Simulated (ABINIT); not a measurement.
# Quasiparticle gap of BAs (F-43m) in ABINIT

How does a plane-wave GW calculation on BAs (F-43m) run from the first input to the gap?

Main program and level: ABINIT 10.8.3; LDA and many-body steps on it, plane waves.

**The experiments to reproduce.**

- Gap 4.12 eV: direct gap from square of absorption coefficient, average of two samples; spectroscopic ellipsometry; 300 K; bulk crystal (CVT-grown opaque bulk crystals) (“Optical properties of cubic boron arsenide”, 2019, arxiv:1911.04914).

- Gap 2.02 eV: indirect gap from square root of absorption coefficient, average of three samples; transmission and reflection spectroscopy; 300 K; bulk crystal (CVT-grown platelets about 10 um thick) (“Optical properties of cubic boron arsenide”, 2019, arxiv:1911.04914).

- Gap 1.82 eV: indirect gap from Tauc plot of optical absorption; UV-visible absorption, indirect Tauc plot; 300 K; bulk crystal (three thin as-grown single crystals with the same absorption edge) (“Photoluminescence mapping and time-domain thermo-photoluminescence for rapid imaging and measurement of thermal conductivity of boron arsenide”, 2019, arxiv:1910.07149).

Most raw output is cut from this account.

### 1. The structure

The structure is cubic, space group F-43m (No. 216). Conventional cell: a = 4.777 Å, b = 4.777 Å, c = 4.777 Å, α = 90.00°, β = 90.00°, γ = 90.00°. B has 4 As at 2.07 Å nearest. Nearest to As lie 4 B at 2.07 Å. Farther neighbours are not listed.

As a file:

```cif
data_structure
_symmetry_space_group_name_H-M 'P 1'
_symmetry_Int_Tables_number 1
_cell_length_a 3.3778
_cell_length_b 3.3778
_cell_length_c 3.3778
_cell_angle_alpha 60.000
_cell_angle_beta 60.000
_cell_angle_gamma 60.000
_cell_volume 27.25
loop_
_atom_site_label
_atom_site_type_symbol
_atom_site_fract_x
_atom_site_fract_y
_atom_site_fract_z
_atom_site_occupancy
B1 B 0.00000 0.00000 0.00000 1
As2 As 0.25000 0.25000 0.25000 1
```

The cell and positions come from the Crystallography Open Database and are kept as given unless a step says otherwise.

### 2. Ground state

This step: ABINIT 10.8.3; DFT, LDA, plane waves, norm-conserving pseudopotentials.

The ground-state density comes first.

Contents of run.abi:

```
acell 3*1.0 Angstrom
rprim 
  -0.000000000000 2.388500000000 2.388500000000
  2.388500000000 -0.000000000000 2.388500000000
  2.388500000000 2.388500000000 -0.000000000000
ntypat 2
znucl 5 33
natom 2
typat 1 2
xred 
  0.000000000000 0.000000000000 0.000000000000
  0.250000000000 0.250000000000 0.250000000000
pp_dirpath "pseudos"
pseudos "B.upf, As.upf"
ecut 34
ngkpt 8 8 8
nshiftk 1
shiftk 0 0 0
kptopt 1
chksymbreak 0
nband 14
occopt 1
tolvrs 1e-10
nstep 60
prtwf 0
optforces 0
optstress 0
indata_prefix "in"
outdata_prefix "out"
tmpdata_prefix "tmp"
```

Started as:

```sh
$ OMP_NUM_THREADS=1 mpirun -n 4 abinit run.abi > log
```

Wall time 6.5 s (4 MPI ranks of Arm Neoverse V2, shared host); peak memory 0.27 GiB; 26 s of CPU time.

This step gave:

* total energy: -2964.0576 eV
* gap: 1.158 eV
* k of the valence top: 0, 0, 0
* k of the conduction bottom: 0.375, 0.375, 0
* least direct gap: 3.265 eV

The gap is indirect, with the least direct gap 2.11 eV higher.

### 3. Bands along the symmetry lines

The cheap functional maps the bands first; the places of the edges decide which points the dearer methods must see.

Contents of run.abi:

```
acell 3*1.0 Angstrom
rprim 
  -0.000000000000 2.388500000000 2.388500000000
  2.388500000000 -0.000000000000 2.388500000000
  2.388500000000 2.388500000000 -0.000000000000
ntypat 2
znucl 5 33
natom 2
typat 1 2
xred 
  0.000000000000 0.000000000000 0.000000000000
  0.250000000000 0.250000000000 0.250000000000
pp_dirpath "pseudos"
pseudos "B.upf, As.upf"
ecut 34
iscf -2
irdden 1
kptopt 0
nkpt 50
kpt 
  0.00000000 0.00000000 0.00000000
  -0.06250000 -0.06250000 0.00000000
  -0.12500000 -0.12500000 0.00000000
  -0.18750000 -0.18750000 0.00000000
  -0.25000000 -0.25000000 0.00000000
  -0.31250000 -0.31250000 0.00000000
  -0.37500000 -0.37500000 0.00000000
  -0.43750000 -0.43750000 0.00000000
  -0.50000000 -0.50000000 0.00000000
  -0.48437500 -0.48437500 0.03125000
  -0.46875000 -0.46875000 0.06250000
  -0.45312500 -0.45312500 0.09375000
  -0.43750000 -0.43750000 0.12500000
  -0.42187500 -0.42187500 0.15625000
  -0.40625000 -0.40625000 0.18750000
  -0.39062500 -0.39062500 0.21875000
  -0.37500000 -0.37500000 0.25000000
  -0.37500000 0.00000000 0.37500000
  -0.32812500 0.00000000 0.32812500
  -0.28125000 0.00000000 0.28125000
  -0.23437500 0.00000000 0.23437500
  -0.18750000 0.00000000 0.18750000
  -0.14062500 0.00000000 0.14062500
  -0.09375000 0.00000000 0.09375000
  -0.04687500 0.00000000 0.04687500
  0.00000000 0.00000000 0.00000000
  0.00000000 0.00000000 0.06250000
  0.00000000 0.00000000 0.12500000
  0.00000000 0.00000000 0.18750000
  0.00000000 0.00000000 0.25000000
  0.00000000 0.00000000 0.31250000
  0.00000000 0.00000000 0.37500000
  0.00000000 0.00000000 0.43750000
  -0.00000000 -0.00000000 0.50000000
  -0.06250000 -0.03125000 0.46875000
  -0.12500000 -0.06250000 0.43750000
  -0.18750000 -0.09375000 0.40625000
  -0.25000000 -0.12500000 0.37500000
  -0.31250000 -0.15625000 0.34375000
  -0.37500000 -0.18750000 0.31250000
  -0.43750000 -0.21875000 0.28125000
  -0.50000000 -0.25000000 0.25000000
  -0.50000000 -0.28125000 0.21875000
  -0.50000000 -0.31250000 0.18750000
  -0.50000000 -0.34375000 0.15625000
  -0.50000000 -0.37500000 0.12500000
  -0.50000000 -0.40625000 0.09375000
  -0.50000000 -0.43750000 0.06250000
  -0.50000000 -0.46875000 0.03125000
  -0.50000000 -0.50000000 0.00000000
istwfk *1
nband 16
nbdbuf 2
tolwfr 1e-08
nstep 40
prtwf 0
prtvol 0
indata_prefix "in"
outdata_prefix "out"
tmpdata_prefix "tmp"
```

Run time: 5.9 s. Hardware: 4 MPI ranks; peak memory 0.26 GiB.

Numbers from this step:

```
gap                        : 1.158 eV
k of the valence top       : 0, 0, 0
k of the conduction bottom : -0.375, -0.375, 0
least direct gap           : 3.265 eV
```

The gap is 1.158 eV, as in the run before at this level.

Electronic bands along the path, in eV, zero at the top of the highest filled band:

```
    point  band 6  band 7  band 8  band 9  band 10  band 11  band 12  band 13
        Γ  -15.39    0.00    0.00    0.00     3.26     3.26     3.26     4.65
  halfway  -14.06   -4.07   -2.70   -2.70     1.63     4.49     7.36     7.36
        X  -11.28   -8.42   -4.07   -4.07     1.35     1.45    11.26    11.26
  halfway  -11.25   -8.30   -4.91   -3.92     1.56     2.76    10.61    10.69
        U  -11.32   -8.03   -5.96   -3.48     2.01     5.50     9.17     9.67
jump to K  -11.32   -8.03   -5.96   -3.48     2.01     5.50     9.17     9.67
  halfway  -13.92   -5.11   -3.78   -1.13     3.95     4.89     5.75     6.93
        Γ  -15.39    0.00    0.00    0.00     3.26     3.26     3.26     4.65
  halfway  -14.40   -4.92   -1.14   -1.14     3.04     4.64     4.64     7.82
        L  -12.55   -8.74   -1.81   -1.81     2.68     4.78     4.78     8.75
  halfway  -11.99   -8.23   -4.54   -3.07     3.93     4.75     7.42     8.98
        W  -11.12   -7.93   -5.49   -5.20     5.22     5.87     6.72     7.06
  halfway  -11.21   -8.21   -4.81   -4.70     2.89     2.92     9.65     9.89
        X  -11.28   -8.42   -4.07   -4.07     1.35     1.45    11.26    11.26
```

### 4. Empty states on the mesh, 4×4×4 mesh, 46 bands

The sums over transitions need many empty states on a uniform mesh; this step solves for them.

Contents of run.abi:

```
acell 3*1.0 Angstrom
rprim 
  -0.000000000000 2.388500000000 2.388500000000
  2.388500000000 -0.000000000000 2.388500000000
  2.388500000000 2.388500000000 -0.000000000000
ntypat 2
znucl 5 33
natom 2
typat 1 2
xred 
  0.000000000000 0.000000000000 0.000000000000
  0.250000000000 0.250000000000 0.250000000000
pp_dirpath "pseudos"
pseudos "B.upf, As.upf"
ecut 34
ngkpt 4 4 4
nshiftk 1
shiftk 0 0 0
kptopt 1
chksymbreak 0
iscf -2
irdden 1
istwfk *1
nband 46
nbdbuf 4
tolwfr 1e-09
nstep 60
prtvol 0
indata_prefix "in"
outdata_prefix "out"
tmpdata_prefix "tmp"
```

The job ended after 5.8 s (4 MPI ranks; peak memory 0.25 GiB; 23 s of CPU time).

This step gave:

```yaml
gap: 1.352 eV
k_of_the_valence_top: 0, 0, 0
k_of_the_conduction_bottom: 0.5, 0.5, 0
least_direct_gap: 3.265 eV
k_points_computed: 8
lowest_point_of_the_top_converged_band_above_the_valence_top: 53.2464 eV
```

On this mesh the gap is 1.352 eV. The earlier step found 1.158 eV, so this mesh misses an edge.

### 5. Screening, 4×4×4 mesh, 42 bands, screening to 130.6 eV

The RPA dielectric matrix is built and inverted for each q.

This step: RPA screening on LDA, plane waves, norm-conserving pseudopotentials.

run.abi: that of step 4 with these lines changed.

```diff
@@ -20,10 +20,11 @@
 chksymbreak 0
-iscf -2
-irdden 1
 istwfk *1
-nband 46
-nbdbuf 4
-tolwfr 1e-09
-nstep 60
-prtvol 0
+occopt 1
+irdwfk 1
+optdriver 3
+nband 42
+ecuteps 4.8
+inclvkb 2
+awtr 1
+symchi 1
 indata_prefix "in"
```

It took 4.7 s on 4 MPI ranks; peak memory 0.4 GiB.

This step gave:

* ε∞ with local fields, on this mesh, along the program's q direction: 14.12
* the same without local fields: 15.47
* plasma frequency: 30.18 eV
* plane waves in the screening matrix: 89

Local fields lower ε∞ by 9 %. On a Γ-centred mesh this coarse the value itself is usually too large, while a short band sum pulls it down.

### 6. Self-energy, 4×4×4 mesh, 42 bands, screening to 130.6 eV

The self-energy is evaluated for the states that the input lists, and the levels follow from it, in one-shot runs by the linearised quasiparticle equation.

This step: G0W0 on LDA, plane waves, norm-conserving pseudopotentials.

run.abi: that of step 5 with these lines changed.

```diff
@@ -23,8 +23,17 @@
 irdwfk 1
-optdriver 3
+optdriver 4
 nband 42
+gwcalctyp 0
+ecutsigx 34
+symsigma 1
+nkptgw 2
+kptgw 
+  0.0000000000 0.0000000000 0.0000000000
+  0.5000000000 0.5000000000 0.0000000000
+bdgw 
+  7 12
+  8 11
 ecuteps 4.8
-inclvkb 2
-awtr 1
-symchi 1
+irdscr 1
+ppmodel 1
 indata_prefix "in"
```

It took 2.5 s on 4 MPI ranks; peak memory 0.12 GiB.

Numbers from this step:

```
G0W0 gap on the points computed              : 2.268 eV
starting gap on the mesh                     : 1.352 eV
k of the valence top                         : 0, 0, 0
k of the conduction bottom                   : 0.5, 0.5, 0
Z at the valence top                         : 0.806
Z at the conduction bottom                   : 0.82
least direct G0W0 gap on the computed points : 4.097 eV
```

The gap on the mesh goes from 1.35 eV to 2.27 eV, a correction of +0.92 eV. The start differs from the 1.16 eV found before because the two sample other k points.

Limits: finite bands, cutoff and mesh; exchange with frozen shells missing; no spin-orbit coupling; coarse k mesh. v1 is the top filled band, c1 the lowest empty one. The levels before and after the correction (eV, zero at the valence-band top of each column):

```
           conduction bottom  valence top
Kohn-Sham               1.35         0.00
     G0W0               2.27         0.00
```

```
                       level  energy (eV)
Kohn-Sham            Γ v3-v1        0.000
Kohn-Sham            Γ c1-c3        3.265
Kohn-Sham  (0.5 0.5 0) v2-v1       -4.069
Kohn-Sham     (0.5 0.5 0) c1        1.352
Kohn-Sham     (0.5 0.5 0) c2        1.449
     G0W0            Γ v3-v1        0.000
     G0W0            Γ c1-c3        4.097
     G0W0  (0.5 0.5 0) v2-v1       -4.393
     G0W0     (0.5 0.5 0) c1        2.268
     G0W0     (0.5 0.5 0) c2        2.283
```

### 7. Where the time went

Times are wall times on 4 MPI ranks of Arm Neoverse V2, shared host, good to a factor of about two.

```
                          step   time  share  memory (GiB)
                  ground state  6.5 s   26 %          0.27
bands along the symmetry lines  5.9 s   23 %          0.26
      empty states on the mesh  5.8 s   23 %          0.25
                     screening  4.7 s   18 %           0.4
                   self-energy  2.5 s   10 %          0.12
```

### 8. Outcome

```yaml
lda_gap: 1.16 eV, indirect
g0w0_gap_on_the_mesh: 2.27 eV
g0w0_gap_over_the_zone_rigid_shift: 2.07 eV
gw_settings: 4×4×4 mesh, 42 bands, screening to 130.6 eV, Godby-Needs plasmon pole
known_limits: not at the basis limit; exchange with frozen shells missing; no spin-orbit coupling; coarse k mesh
```

In words: G0W0 moves the gap on the mesh from 1.35 eV to 2.27 eV (+0.92 eV), with Z of 0.81 and 0.82 at the edges. The mesh misses the band edges by 0.19 eV in all; a rigid shift gives 2.07 eV for the zone. Local fields lower the RPA ε∞ on this mesh from 15.47 to 14.12; a Γ-centred mesh this coarse tends to raise both, most where the direct gap is narrow, while a short band sum lowers them. Only 2 of the mesh's irreducible points were corrected, so a valley elsewhere could overtake. Against experiment, by G0W0@LDA: the direct gap of 4.10 eV lies −0.02 eV from the measured 4.12 eV (direct, 300 K, 2019); the gap of 2.07 eV lies +0.05 eV from the measured 2.02 eV (indirect, 300 K, 2019); the gap of 2.07 eV lies +0.25 eV from the measured 1.82 eV (indirect, 300 K, 2019). An exciton line or allowed optical edge lies below the quasiparticle gap by the binding energy; a forbidden edge can push the onset above it. The calculation has static nuclei and no excitons; a measured gap holds zero-point and thermal motion, which mostly lowers it. Bands and cutoff are finite, so the gap is not at the basis limit. The miss can reach some tenths of an eV and take either sign; the mesh is an error of its own. In the G0W0 run levels were corrected at 2 k points alone, so a gap called «on the mesh» is the least over those, and an edge elsewhere would be missed. A denser mesh or path gives a starting gap of 1.16 eV: the GW mesh misses a band edge, so its gaps are not the fundamental one. The 4×4×4 mesh is coarse for this cell, which bears on the long-range parts of exchange and screening. The norm-conserving file of at least one element keeps a d shell over frozen s and p shells of the same row. Exchange with those shells is missing from the self-energy, an error of 0.3 to 0.9 eV in cases checked, whose sign depends on which edge lies on those atoms. The many-body steps are scalar-relativistic: spin-orbit coupling is not in them.

[Paths, hosts, dates, memory and timing lines, banners, echoed tables and standing remarks are left out of the program output.]

[Logs are printed without paths, hosts, clocks, repeated set-up lines and the standing remarks that a program may print on its own settings, such as how far it seeks lower states.]

[Runs of the session that timed out or met a known fault of the program may be left out.]

[Hosts, paths, dates, database ids (printed as entryN), source tags and the programs' standing remarks are cut or masked in the printed files.]

[G0W0 gaps are taken among the corrected bands and points alone; a level outside them can change the order at an edge.]

[Where Ansatz stands beside ABINIT at settings called matched, ABINIT's density can come from a denser mesh and the files from another edition; pairs whose starting gaps differed by over 0.03 eV were left out, so agreement reads better than it is.]
